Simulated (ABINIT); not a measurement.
# A GW chain in ABINIT: SiC (Moissanite)

Aim: the G0W0 gap of SiC (Moissanite) on PBE, step by step.

Method: PBE and many-body steps on it, plane waves, in ABINIT 10.8.3.

**Experimental background.**

- Gap 3.33 eV: band gap at cryogenic temperature; bulk crystal (literature value) (quoted in “Silicon carbide diodes for neutron detection”, 2020, arxiv:2009.14696).

## 1. The structure

It takes space group P6_3mc (No. 186, hexagonal). The conventional cell has a = 3.076 Å, b = 3.076 Å, c = 5.048 Å, α = 90.00°, β = 90.00°, γ = 120.00°. Nearest to Si lie 4 C at 1.87 to 1.94 Å. Nearest to C lie 4 Si at 1.87 to 1.94 Å. Farther neighbours are not listed.

The cell and positions come from the Crystallography Open Database and are kept as given unless a step says otherwise.

## 2. Ground state

This step: ABINIT 10.8.3; DFT, PBE, plane waves, norm-conserving pseudopotentials.

The ground-state density comes first.

run.abi reads:

```
acell 3*1.0 Angstrom
rprim 
  3.075999999976 0.000000000005 0.000000000000
  -1.537999999993 2.663894142018 0.000000000000
  0.000000000000 0.000000000000 5.048000000000
ntypat 2
znucl 14 6
natom 4
typat 1 1 2 2
xred 
  0.333333333333 0.666666666667 0.000000000000
  0.666666666667 0.333333333333 0.500000000000
  0.333333333333 0.666666666667 0.385000000000
  0.666666666667 0.333333333333 0.885000000000
pp_dirpath "pseudos"
pseudos "Si.upf, C.upf"
ecut 37
ngkpt 6 6 4
nshiftk 1
shiftk 0 0 0
kptopt 1
chksymbreak 0
nband 14
occopt 1
tolvrs 1e-10
nstep 60
prtwf 0
optforces 0
optstress 0
indata_prefix "in"
outdata_prefix "out"
tmpdata_prefix "tmp"
```

Run with:

```console
OMP_NUM_THREADS=1 mpirun -n 8 abinit run.abi > log
```

Numbers of over 12 decimals in the logs are rounded to 6 here.

Output:

```text
.Version 10.8.3 of ABINIT. v10.8.2 released Aug 2026.

 Symmetries : space group P6_3 m c (#186); Bravais hP (primitive hexag.)
================================================================================
 Values of the parameters that define the memory need of the present run
     intxc =       0    ionmov =       0      iscf =       7    lmnmax =       6
     lnmax =       6     mgfft =      54  mpssoang =       3    mqgrid =    3001
     natom =       4  nloc_mem =       1    nspden =       1   nspinor =       1
    nsppol =       1      nsym =      12    n1xccc =    2501    ntypat =       2
    occopt =       1   xclevel =       2
-    mband =          14        mffmem =           1         mkmem =           3
       mpw =        3018          nfft =       55296          nkpt =          21
================================================================================
  Rough estimation (10% accuracy) of disk space for files :
================================================================================

--------------------------------------------------------------------------------
------------- Echo of variables that govern the present computation ------------
--------------------------------------------------------------------------------
 -outvars: echo values of preprocessed input variables --------
            acell      1.8897261259E+00  1.8897261259E+00  1.8897261259E+00 Bohr

      chksymbreak           0
             ecut      3.70000000E+01 Hartree
-          fftalg         312

              ixc     -101130
              kpt      0.00000000E+00  0.00000000E+00  0.00000000E+00
                       1.66666667E-01  0.00000000E+00  0.00000000E+00
                       3.33333333E-01  0.00000000E+00  0.00000000E+00
                       5.00000000E-01  0.00000000E+00  0.00000000E+00
                       1.66666667E-01  1.66666667E-01  0.00000000E+00
                       3.33333333E-01  1.66666667E-01  0.00000000E+00
                       3.33333333E-01  3.33333333E-01  0.00000000E+00
                       0.00000000E+00  0.00000000E+00  2.50000000E-01
                       1.66666667E-01  0.00000000E+00  2.50000000E-01
   [... 10 further rows ...]
                       3.33333333E-01  1.66666667E-01  5.00000000E-01
                       3.33333333E-01  3.33333333E-01  5.00000000E-01
         kptrlatt        6    0    0      0    6    0      0    0    4
          kptrlen      3.48767854E+01
P           mkmem           3
            natom           4
            nband          14
            ngfft          32      32      54
             nkpt          21
            nstep          60
             nsym          12
           ntypat           2
              occ      2.000000  2.000000  2.000000  2.000000  2.000000  2.000000
                       2.000000  2.000000  0.000000  0.000000  0.000000  0.000000
                       0.000000  0.000000
        optforces           0
        optstress           0
            prtwf           0
            rprim      3.0760000000E+00  5.0000000000E-12  0.0000000000E+00
[...]
spgroup         186

           tolvrs      1.00000000E-10

             xred      3.3333333333E-01  6.6666666667E-01  0.0000000000E+00
[...]
znucl       14.00000    6.00000

================================================================================

 chkinp: Checking input parameters for consistency.

================================================================================
== DATASET  1 ==================================================================
-   mpi_nproc: 8, omp_nthreads: 1 (-1 if OMP is not activated)

--- !DatasetInfo
iteration_state: {dtset: 1, }
dimensions: {natom: 4, nkpt: 21, mband: 14, nsppol: 1, nspinor: 1, nspden: 1, mpw: 3018, }
cutoff_energies: {ecut:  37.0, pawecutdg:  -1.0, }
electrons: {nelect:   1.60000000E+01, charge:   0.00000000E+00, occopt:   1.00000000E+00, tsmear:   1.00000000E-02, }

 Real(R)+Recip(G) space primitive vectors, cartesian coordinates (Bohr,Bohr^-1):
 R(1)=  5.8127976  0.0000000  0.0000000  G(1)=  0.1720342  0.0993240  0.0000000
 R(2)= -2.9063988  5.0340304  0.0000000  G(2)=  0.0000000  0.1986480  0.0000000
 R(3)=  0.0000000  0.0000000  9.5393375  G(3)=  0.0000000  0.0000000  0.1048291
 Unit cell volume ucvol=  2.7913818E+02 bohr^3
 Angles (23,13,12)=  9.00000000E+01  9.00000000E+01  1.20000000E+02 degrees

 getcut: wavevector=  0.0000  0.0000  0.0000  ngfft=  32  32  54
         ecut(hartree)=     37.000   => boxcut(ratio)=   2.01048

--- Pseudopotential description ------------------------------------------------
- Si Generated using ONCVPSP code by D. R. Hamann
- 14.00000   4.00000  171031                  znucl, zion, pspdat
12 -101130 2 -1 1510                          pspcod,pspxc,lmax,lloc,mmax
     nproj     2     2     2
  pspatm : epsatm=    9.34321561
         --- l  ekb(1:nproj) -->
[...]
pspatm: atomic psp has been read  and splines computed

- C Generated using ONCVPSP code by D. R. Hamann
-  6.00000   4.00000  171031                  znucl, zion, pspdat
12 -101130 1 -1 1248                          pspcod,pspxc,lmax,lloc,mmax
     nproj     2     2     0
  pspatm : epsatm=    4.31346680
         --- l  ekb(1:nproj) -->
[...]
pspatm: atomic psp has been read  and splines computed

   4.37013837E+02                                ecore*ucvol(ha*bohr**3)
--------------------------------------------------------------------------------

_setup2: Arith. and geom. avg. npw (full set) are    3001.146    3001.130

================================================================================

--- !BeginCycle
iteration_state: {dtset: 1, }
solver: {iscf: 7, nstep: 60, nline: 4, wfoptalg: 0, }
tolerances: {tolvrs: 1.00E-10, }

     iter   Etot(hartree)      deltaE(h)  residm     vres2
 ETOT  1  -20.337641086206    -2.034E+01 4.849E-02 5.937E+02
 ETOT  2  -20.460855596345    -1.232E-01 3.347E-02 2.498E+02
 ETOT  3  -20.537391256047    -7.654E-02 7.138E-03 1.759E-01
 ETOT  4  -20.537492812717    -1.016E-04 1.183E-03 7.161E-03
 ETOT  5  -20.537493847314    -1.035E-06 7.510E-04 3.002E-04
 ETOT  6  -20.537493877383    -3.007E-08 1.580E-04 2.889E-06
 ETOT  7  -20.537493877957    -5.748E-10 1.622E-04 8.028E-08
 ETOT  8  -20.537493877969    -1.157E-11 1.734E-04 2.268E-09
 ETOT  9  -20.537493877969    -5.436E-13 7.985E-05 6.694E-11

 At SCF step    9       vres2   =  6.69E-11 < tolvrs=  1.00E-10 =>converged.

--- !ResultsGS
iteration_state: {dtset: 1, }
comment   : Summary of ground state results
lattice_vectors:
- [  5.8127976,   0.0000000,   0.0000000, ]
- [ -2.9063988,   5.0340304,   0.0000000, ]
- [  0.0000000,   0.0000000,   9.5393375, ]
lattice_lengths: [   5.81280,    5.81280,    9.53934, ]
lattice_angles: [ 90.000,  90.000, 120.000, ] # degrees, (23, 13, 12)
lattice_volume:   2.7913818E+02
convergence: {deltae: -5.436E-13, res2:  6.694E-11, residm:  7.985E-05, diffor:  0.000E+00, }
etotal    :  -2.05374939E+01
entropy   :   0.00000000E+00
fermie    :   2.62342056E-01
cartesian_stress_tensor: null
pressure_GPa: null
xred      :
- [  3.3333E-01,   6.6667E-01,   0.0000E+00, Si]
- [  6.6667E-01,   3.3333E-01,   5.0000E-01, Si]
- [  3.3333E-01,   6.6667E-01,   3.8500E-01,  C]
- [  6.6667E-01,   3.3333E-01,   8.8500E-01,  C]
cartesian_forces: null
force_length_stats: {min: null, max: null, mean: null, }

 Integrated electronic density in atomic spheres:
 ------------------------------------------------
 Atom  Sphere_radius  Integrated_density
[...]
4        2.00000          4.25024988
================================================================================

 ----iterations are completed or convergence reached----

 Mean square residual over all n,k,spin=   54.290E-08; max=  79.852E-06
 reduced coordinates (array xred) for    4 atoms
       0.333333333333      0.666666666667      0.000000000000
       0.666666666667      0.333333333333      0.500000000000
       0.333333333333      0.666666666667      0.385000000000
       0.666666666667      0.333333333333      0.885000000000
 rms dE/dt=  0.0000E+00; max dE/dt=  0.0000E+00; dE/dt below (all hartree)
    1       0.000000000000      0.000000000000      0.000000000000
    2       0.000000000000      0.000000000000      0.000000000000
    3       0.000000000000      0.000000000000      0.000000000000
    4       0.000000000000      0.000000000000      0.000000000000

 cartesian coordinates (angstrom) at end:
    1     -3.33e-12     1.775929     0.000000
    2      1.538000     0.887965     2.524000
    3     -3.33e-12     1.775929     1.943480
    4      1.538000     0.887965     4.467480
 length scales=  1.889726125908  1.889726125908  1.889726125908 bohr
              =  1.000000000000  1.000000000000  1.000000000000 angstroms
 prteigrs : about to open file out_EIG
 Fermi (or HOMO) energy (hartree) =   0.26234   Average Vxc (hartree)=  -0.41464
 Eigenvalues (hartree) for nkpt=  21  k points:
 kpt#   1, nband= 14, wtk=  0.00694, kpt=  0.0000  0.0000  0.0000 (reduced coord)
  -0.31576   -0.18705   -0.05743    0.20511    0.20511    0.25223    0.25223    0.26234
   0.43211    0.48352    0.50154    0.50154    0.53980    0.58219
 prteigrs : prtvol=0 or 1, do not print more k-points.

--- !EnergyTerms
iteration_state     : {dtset: 1, }
comment             : Components of total free energy in Hartree
kinetic             :  1.17970971388443E+01
hartree             :  2.37509658793389E+00
xc                  : -7.56315009857089E+00
Ewald energy        : -2.08945945883793E+01
psp_core            :  1.56558245601285E+00
local_psp           : -8.33446446050259E+00
non_local_psp       :  5.16939086692338E-01
total_energy        : -2.05374938779694E+01
total_energy_eV     : -5.58853678437896E+02
band_energy         :  5.55257698709692E-01

== END DATASET(S) ==============================================================
================================================================================

 -outvars: echo values of variables after computation  --------
           etotal     -2.0537493878E+01
            nband          14
             nkpt          21
          spgroup         186
 [... the other variables as echoed above ...]

 Calculation completed.
```

Elapsed: 4 s, on 8 MPI ranks of Intel Xeon 6975P-C (Granite Rapids), shared host; peak memory 0.64 GiB.

This step gave:

```yaml
total_energy: -558.8537 eV
gap: 2.329 eV
k_of_the_valence_top: 0, 0, 0
k_of_the_conduction_bottom: 0.3333, 0.3333, 0
least_direct_gap: 4.083 eV
```

The gap is indirect, with the least direct gap 1.75 eV higher.

(Continued in part 2 of 3.)

[Paths, hosts, dates, memory and timing lines, banners, echoed tables and standing remarks are left out of the program output.]

[Logs are printed without paths, hosts, clocks, repeated set-up lines and the standing remarks that a program may print on its own settings, such as how far it seeks lower states.]

[Runs of the session that timed out or met a known fault of the program may be left out.]

[Hosts, paths, dates, database ids (printed as entryN), source tags and the programs' standing remarks are cut or masked in the printed files.]

[G0W0 gaps are taken among the corrected bands and points alone; a level outside them can change the order at an edge.]

[Where Ansatz stands beside ABINIT at settings called matched, ABINIT's density can come from a denser mesh and the files from another edition; pairs whose starting gaps differed by over 0.03 eV were left out, so agreement reads better than it is.]
